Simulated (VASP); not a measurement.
# Sn (P6_3/mmc) in VASP: settings compared

The runs below take Sn through single point, relaxation of cell and atoms, with r2SCAN, PBE.

All numbers are computed with VASP 6.6.1; they aren't measurements. Logs are shortened: lines on timing, memory, paths and dates and some standing lists are left out, and cuts for length are marked.

## Step 1: Starting point

The structure is hexagonal, space group P6_3/mmc (No. 194). The conventional cell has a = 3.313 Å, b = 3.313 Å, c = 5.678 Å, α = 90.00°, β = 90.00°, γ = 120.00°. Around Sn (site symmetry -6m2) lie 12 Sn at 3.31 to 3.42 Å.

The cell was built by a generator and needn't be a form met in nature.

## Step 2: Single point, r2SCAN

The input, POSCAR:

```
Sn
1.0
    3.3130515524      0.0000000000      0.0000000000
   -1.6565257762      2.8691868084      0.0000000000
    0.0000000000      0.0000000000      5.6780746242
Sn
2
Direct
    0.3333333333      0.6666666667      0.7500000000
    0.6666666667      0.3333333333      0.2500000000
```

The input, INCAR.step1:

```
ALGO = Normal ; EDIFF = 1E-4
ENCUT = 520 ; GGA = PE
ISMEAR = -5 ; LASPH = True
LCHARG = False ; LREAL = False
LWAVE = True ; NELM = 80
PREC = Accurate ; SIGMA = 0.05
```

The input, INCAR.step2:

```
ALGO = Normal ; EDIFF = 1E-6
ENCUT = 520 ; ISIF = 2
ISMEAR = 0 ; ISTART = 1
LASPH = True ; LCHARG = False
LMIXTAU = True ; LORBIT = 11
LREAL = False ; LWAVE = False
METAGGA = R2SCAN ; NELM = 80
PREC = Accurate ; SIGMA = 0.05
```

The input, KPOINTS:

```
k-points
0
Gamma
  14 14 8
```

Potentials or basis: VASP PAW PBE potentials, release 64 (Sn_d).

Command:

```sh
$ cat potpaw_PBE.64/Sn_d/POTCAR > POTCAR
$ cp INCAR.step1 INCAR
$ mpirun -np 1 vasp_std > vasp.out
$ cp INCAR.step2 INCAR
$ mpirun -np 1 vasp_std > vasp.out
```

OUTCAR:

```text
EDIFF = 1E-6
   ENCUT = 520
   ISIF = 2
   ISMEAR = 0
   ISTART = 1
   LASPH = True
   LORBIT = 11
   LREAL = False
   METAGGA = R2SCAN
   NELM = 80
   PREC = Accurate

 ion  position               nearest neighbor table
   1  0.333  0.667  0.750-   2 3.42   2 3.42   2 3.42   2 3.42   2 3.42   2 3.42
   2  0.667  0.333  0.250-   1 3.42   1 3.42   1 3.42   1 3.42   1 3.42   1 3.42

  LATTYP: Found a hexagonal cell.
 ALAT       =     3.3130515524
 C/A-ratio  =     1.7138503686

  Lattice vectors:

 A1 = (   3.3130515524,   0.0000000000,   0.0000000000)
 A2 = (  -1.6565257762,   2.8691868084,   0.0000000000)
 A3 = (   0.0000000000,   0.0000000000,   5.6780746242)

Analysis of symmetry for initial positions (statically):
=====================================================================
 Subroutine PRICEL returns:
 Original cell was already a primitive cell.

 Routine SETGRP: Setting up the symmetry group for a
 hexagonal supercell.

 Subroutine GETGRP returns: Found 24 space group operations
 (whereof 12 operations were pure point group operations)
 out of a pool of 24 trial point group operations.

The static configuration has the point symmetry D_3d.
 The point group associated with its full space group is D_6h.

Analysis of symmetry for dynamics (positions and initial velocities):
=====================================================================
 Subroutine PRICEL returns:
 Original cell was already a primitive cell.

 Routine SETGRP: Setting up the symmetry group for a
 hexagonal supercell.

 Subroutine GETGRP returns: Found 24 space group operations
 (whereof 12 operations were pure point group operations)
 out of a pool of 24 trial point group operations.

The dynamic configuration has the point symmetry D_3d.
 The point group associated with its full space group is D_6h.

 Subroutine INISYM returns: Found 24 space group operations
 (whereof 12 operations are pure point group operations),
 and found     1 'primitive' translations

----------------------------------------------------------------------------------------

                                     Primitive cell

  volume of cell :      53.9744

  direct lattice vectors                    reciprocal lattice vectors
     3.313051552  0.000000000  0.000000000     0.301836535  0.174265405  0.000000000
    -1.656525776  2.869186808  0.000000000     0.000000000  0.348530809  0.000000000
     0.000000000  0.000000000  5.678074624     0.000000000  0.000000000  0.176116037

  length of vectors
     3.313051552  3.313051552  5.678074624     0.348530809  0.348530809  0.176116037

  position of ions in fractional coordinates (direct lattice)
     0.333333333  0.666666667  0.750000000
     0.666666667  0.333333333  0.250000000

  ion indices of the primitive-cell ions
   primitive index   ion index
                 1           1
                 2           2

----------------------------------------------------------------------------------------

 KPOINTS: k-points

Automatic generation of k-mesh.
 Grid dimensions read from file:
 generate k-points for:   14   14    8

 Generating k-lattice:

  Cartesian coordinates                     Fractional coordinates (reciprocal lattice)
     0.021559752  0.012447529  0.000000000     0.071428571 -0.000000000  0.000000000
     0.000000000  0.024895058  0.000000000     0.000000000  0.071428571  0.000000000
     0.000000000  0.000000000  0.022014505     0.000000000  0.000000000  0.125000000

  Length of vectors
     0.024895058  0.024895058  0.022014505

  Shift w.r.t. Gamma in fractional coordinates (k-lattice)
     0.000000000  0.000000000  0.000000000

 Subroutine IBZKPT returns following result:
 ===========================================

 Found    120 irreducible k-points:

 Following reciprocal coordinates:
            Coordinates               Weight
  0.000000  0.000000  0.000000      1.000000
  0.071429  0.000000  0.000000      6.000000
  0.142857  0.000000  0.000000      6.000000
  0.214286  0.000000  0.000000      6.000000
  0.285714  0.000000  0.000000      6.000000
  0.357143  0.000000  0.000000      6.000000
[... 16 lines left out ...]
  0.285714  0.285714  0.000000      6.000000
  0.357143  0.285714  0.000000      6.000000
 [... further k-points ...]
   k-points           NKPTS =    120   k-points in BZ     NKDIM =    120   number of bands    NBANDS=     18
   number of dos      NEDOS =    301   number of ions     NIONS =      2
   total plane-waves  NPLWV =  32928
   dimension x,y,z NGX =    28 NGY =   28 NGZ =   42
   dimension x,y,z NGXF=    56 NGYF=   56 NGZF=   84
   ions per type =               2
   NGX,Y,Z   is equivalent  to a cutoff of  14.05, 14.05, 12.30 a.u.
   NGXF,Y,Z  is equivalent  to a cutoff of  28.10, 28.10, 24.59 a.u.
 SYSTEM =  unknown system
   PREC   = accura    normal or accurate (medium, high low for compatibility)
   ISTART =      1    job   : 0-new  1-cont  2-samecut
   ICHARG =      0    charge: 1-file 2-atom 10-const
   ISPIN  =      1    spin polarized calculation?
   LNONCOLLINEAR =      F non collinear calculations
   LSORBIT =      F    spin-orbit coupling
   LASPH  =      T    aspherical Exc in radial PAW
   ENCUT  =  520.0 eV  38.22 Ry    6.18 a.u.   6.16  6.16 10.56*2*pi/ulx,y,z
   NELM   =     80;   NELMIN=  2; NELMDL=  0     # of ELM steps
   EDIFF  = 0.1E-05   stopping-criterion for ELM
   LREAL  =      F    real-space projection
   EDIFFG = 0.1E-04   stopping-criterion for IOM
   NSW    =      0    number of steps for IOM
   IBRION =     -1    ionic relax: 0-MD 1-quasi-New 2-CG
   NFREE  =      0    steps in history (QN), initial steepest desc. (CG)
   ISIF   =      2    stress and relaxation
   ISYM   =      2    0-nonsym 1-usesym 2-fastsym
   POTIM  = 0.5000    time-step for ionic-motion
   TEBEG  =    0.0;   TEEND  =   0.0 temperature during run
   PSTRESS=    0.0 pullay stress
   NELECT =      28.0000    total number of electrons
   NUPDOWN=      -1.0000    fix difference up-down
   EMIN   =  10.00;   EMAX   =-10.00  energy-range for DOS
   EFERMI =   0.00;   METHOD = LEGACY
   ISMEAR =     0;   SIGMA  =   0.05  broadening in eV -4-tet -1-fermi 0-gaus
   EFERMI_NEDOS =   21; number of points for ismear=-14 and -15
   IALGO  =     38    algorithm
   IMIX   =      4    mixing-type and parameters
     AMIX     =   0.40;   BMIX     =  1.00
     AMIX_MAG =   1.60;   BMIX_MAG =  1.00
  volume/ion in A,a.u.               =      26.99       182.12
  Fermi-wavevector in a.u.,A,eV,Ry     =   1.315421  2.485785 23.542605  1.730333
  Thomas-Fermi vector in A             =   2.445605
   LORBIT       =     11    0 simple, 1 ext, 2 COOP (PROOUT), +10 PAW based schemes
   METAGGA = R2SCAN    functional components
   LHFCALC =     F    Hartree Fock is set to
   AEXX    =    0.0000 exact exchange contribution
   IVDW    =     0    specifies the selected vdW correction
   LEPSILON=     F    determine dielectric tensor
   LRPA    =     F    only Hartree local field effects (RPA)
 non-spin polarized calculation
 Gauss-broadening in eV      SIGMA  =   0.05
  energy-cutoff  :      520.00
  volume of cell :       53.97
 maximum number of plane-waves:      1468
 NGX is ok and might be reduce to    28

 number of electron      28.0000007 magnetization

 Free energy of the ion-electron system (eV)
  ---------------------------------------------------
  ext. energy  EPLUGINS =         0.00000000
  ---------------------------------------------------
  free energy    TOTEN  =       -49.02828308 eV

  energy without entropy =      -49.02744788  energy(sigma->0) =      -49.02786548

 E-fermi :   8.0995     XC(G=0): -11.3190

 val. band max:        8.0555195403   @ k =   0.3571   0.0000   0.2500
 cond. band min:       8.1041716016   @ k =   0.2857   0.2857   0.2500
 fundamental gap:      0.0486520613
 Fermi energy:         8.0994611367

 k-point     1 :       0.0000    0.0000    0.0000
  band No.  band energies     occupation
      1     -14.1366      2.00000
      2     -14.1244      2.00000
      3     -14.1162      2.00000
      4     -14.1162      2.00000
      5     -14.1064      2.00000
      6     -14.1064      2.00000
[... 10 lines left out ...]
     17      16.6311      0.00000
     18      16.6311      0.00000

 k-point     2 :       0.0714    0.0000    0.0000
  band No.  band energies     occupation
      1     -14.1363      2.00000
      2     -14.1236      2.00000
      3     -14.1129      2.00000
      4     -14.1074      2.00000
      5     -14.1027      2.00000
      6     -14.0978      2.00000
[... 10 lines left out ...]
     17      16.0337      0.00000
     18      16.8135      0.00000

 k-point     3 :       0.1429    0.0000    0.0000
  band No.  band energies     occupation
      1     -14.1467      2.00000
      2     -14.1138      2.00000
      3     -14.1113      2.00000
      4     -14.0828      2.00000
      5     -14.0816      2.00000
      6     -14.0737      2.00000
[... 10 lines left out ...]
     17      15.4011      0.00000
     18      16.6343      0.00000

 k-point     4 :       0.2143    0.0000    0.0000
  band No.  band energies     occupation
      1     -14.1645      2.00000
      2     -14.1196      2.00000
      3     -14.0895      2.00000
      4     -14.0764      2.00000
      5     -14.0619      2.00000
      6     -14.0481      2.00000
[... 10 lines left out ...]
     17      14.6599      0.00000
     18      16.0171      0.00000

 k-point     5 :       0.2857    0.0000    0.0000
  band No.  band energies     occupation
      1     -14.1838      2.00000
      2     -14.1286      2.00000
      3     -14.0977      2.00000
      4     -14.0722      2.00000
      5     -14.0635      2.00000
      6     -14.0176      2.00000
[... 10 lines left out ...]
     17      13.2488      0.00000
     18      15.3586      0.00000

 k-point     6 :       0.3571    0.0000    0.0000
  band No.  band energies     occupation
      1     -14.2006      2.00000
      2     -14.1375      2.00000
      3     -14.1180      2.00000
      4     -14.0810      2.00000
      5     -14.0399      2.00000
      6     -14.0342      2.00000
[... 10 lines left out ...]
     17      11.6787      0.00000
     18      14.7937      0.00000

 k-point     7 :       0.4286    0.0000    0.0000
  band No.  band energies     occupation
      1     -14.2121      2.00000
      2     -14.1440      2.00000
      3     -14.1325      2.00000
      4     -14.0869      2.00000
      5     -14.0450      2.00000
      6     -14.0234      2.00000
[... 10 lines left out ...]
     17      10.8928      0.00000
     18      14.4444      0.00000

 k-point     8 :       0.5000    0.0000    0.0000
  band No.  band energies     occupation
      1     -14.2162      2.00000
      2     -14.1464      2.00000
      3     -14.1377      2.00000
      4     -14.0890      2.00000
      5     -14.0488      2.00000
      6     -14.0176      2.00000
[... 10 lines left out ...]
     17      10.7756      0.00000
     18      14.3250      0.00000
[... 229 lines left out ...]
     17       9.6209      0.00000
     18      12.0046      0.00000

 k-point    20 :       0.2143    0.2143    0.0000
  band No.  band energies     occupation
      1     -14.1278      2.00000
      2     -14.1206      2.00000
      3     -14.1190      2.00000
      4     -14.0871      2.00000
      5     -14.0548      2.00000
      6     -14.0399      2.00000
[... 10 lines left out ...]
     17      11.3594      0.00000
     18      12.1543      0.00000

 k-point    21 :       0.2857    0.2143    0.0000
  band No.  band energies     occupation
      1     -14.1347      2.00000
      2     -14.1316      2.00000
      3     -14.0955      2.00000
      4     -14.0857      2.00000
      5     -14.0465      2.00000
      6     -14.0411      2.00000
[... 10 lines left out ...]
     17      10.6553      0.00000
     18      10.9856      0.00000

 k-point    22 :       0.3571    0.2143    0.0000
  band No.  band energies     occupation
      1     -14.1435      2.00000
      2     -14.1359      2.00000
      3     -14.0815      2.00000
      4     -14.0801      2.00000
      5     -14.0515      2.00000
      6     -14.0317      2.00000
[... 10 lines left out ...]
     17       9.8893      0.00000
     18      10.3970      0.00000

 k-point    23 :       0.2857    0.2857    0.0000
  band No.  band energies     occupation
      1     -14.1444      2.00000
      2     -14.0908      2.00000
      3     -14.0898      2.00000
      4     -14.0793      2.00000
      5     -14.0520      2.00000
      6     -14.0286      2.00000
[... 10 lines left out ...]
     17       9.1979      0.00000
     18      10.1355      0.00000

 k-point    24 :       0.3571    0.2857    0.0000
  band No.  band energies     occupation
      1     -14.1479      2.00000
      2     -14.0897      2.00000
      3     -14.0727      2.00000
      4     -14.0601      2.00000
      5     -14.0595      2.00000
      6     -14.0288      2.00000
[... 10 lines left out ...]
     17       8.8517      0.00000
     18       9.4360      0.00000

 [... further k-points ...]

------------------------ aborting loop because EDIFF is reached ----------------------------------------

  FORCE on cell =-STRESS in cart. coord.  units (eV):
  Direction    XX          YY          ZZ          XY          YZ          ZX
  --------------------------------------------------------------------------------------
  -------------------------------------------------------------------------------------
  Total       -0.0193173     -0.0193173     -0.0110257      0.0000000      0.0000000     -0.0000000
  in kB       -0.5734152     -0.5734152     -0.3272875      0.0000000      0.0000000     -0.0000000
  external PRESSURE =      -0.4913727 kB  Pullay stress =       0.0000000 kB

 VOLUME and BASIS-vectors are now :
 -----------------------------------------------------------------------------
  energy-cutoff  :      520.00
  volume of cell :       53.97
      direct lattice vectors                 reciprocal lattice vectors
     3.313051552  0.000000000  0.000000000     0.301836535  0.174265405  0.000000000
    -1.656525776  2.869186808  0.000000000     0.000000000  0.348530809  0.000000000
     0.000000000  0.000000000  5.678074624     0.000000000  0.000000000  0.176116037

 POSITION                                       TOTAL-FORCE (eV/Angst)
 -----------------------------------------------------------------------------------
     -0.00000      1.91279      4.25856        -0.000000     -0.000000      0.000000
      1.65653      0.95640      1.41952         0.000000      0.000000      0.000000
 -----------------------------------------------------------------------------------
    total drift:                               -0.000000      0.000000      0.000000

  FREE ENERGIE OF THE ION-ELECTRON SYSTEM (eV)
  ---------------------------------------------------
  free  energy   TOTEN  =       -49.0282830838 eV

  energy  without entropy=      -49.0274478786  energy(sigma->0) =      -49.02786548

 total charge

# of ion       s       p       d       tot
------------------------------------------
    1        1.261   0.929   9.972  12.163
    2        1.261   0.929   9.972  12.163
--------------------------------------------------
tot          2.522   1.859  19.945  24.325
```

Run time: 3.1 min. Hardware: 1 thread of Intel Xeon Platinum 8488C (Sapphire Rapids), shared host; peak memory 0.25 GiB.

Results:

* Free energy: -49.0283 eV
* Pressure: 0.0 GPa
* Band gap on the k mesh: none (metal or under the smearing width)
* Valence electrons inside the program's atomic spheres: Sn 12.16

Caveat: the PAW data sets were made with another functional, which shifts forces and pressure a little.

## Step 3: Single point, PBE

This run uses another cell than the first one, of 27.48 Å³/atom, 1.018 times its volume.

The input, INCAR:

```
SYSTEM = Sn
PREC = Accurate ; ENCUT = 520
EDIFF = 1E-7 ; ISMEAR = 0
SIGMA = 0.05 ; LREAL = .False.
LASPH = .True. ; NELM = 100
ALGO = Fast ; ISIF = 2
LWAVE = .False. ; LCHARG = .False.
GGA = PE ; NBANDS = 21
```

The input, KPOINTS:

```
Automatic mesh
0
Gamma
  6 6 4
  0 0 0
```

The input, POSCAR:

```
Sn
1.0
    3.3823591050      0.0000000000      0.0000000000
   -1.6911795525      2.9292089097      0.0000000000
    0.0000000000      0.0000000000      5.5477476936
Sn
2
Direct
    0.3333333333      0.6666666667      0.7500000000
    0.6666666667      0.3333333333      0.2500000000
```

Potentials or basis: VASP PAW PBE potentials, release 64 (Sn_d).

Command:

```sh
$ cat potpaw_PBE.64/Sn_d/POTCAR > POTCAR
$ mpirun -np 1 vasp_std > vasp.out
```

Run time: 16 s. Hardware: 1 thread of Intel Xeon Platinum 8488C (Sapphire Rapids), shared host; peak memory 0.17 GiB.

It converged, with:

```
Free energy            : -7.5375 eV
Pressure               : 0.0 GPa
Band gap on the k mesh : none (metal or under the smearing width)
```

Stress tensor (GPa, compression positive):
```
-0.10  0.00  0.00
 0.00 -0.10  0.00
 0.00  0.00  0.10
```

Levels at points of the mesh, in eV from the Fermi level:
| k point | band 12 | band 13 | band 14 | band 15 | band 16 | band 17 |
| --- | --- | --- | --- | --- | --- | --- |
| (0.00, 0.00, 0.00) | -7.03 | -4.78 | 5.50 | 5.50 | 7.23 | 7.23 |
| (0.50, 0.00, 0.00) | -6.14 | -2.61 | -1.70 | -0.98 | 1.03 | 1.88 |
| (0.00, 0.00, 0.50) | -9.99 | 0.70 | 0.70 | 6.39 | 6.39 | 6.39 |
| (0.50, 0.00, 0.50) | -6.24 | -4.23 | -4.23 | 3.21 | 3.21 | 3.52 |

(Continued in part 2 of 2.)
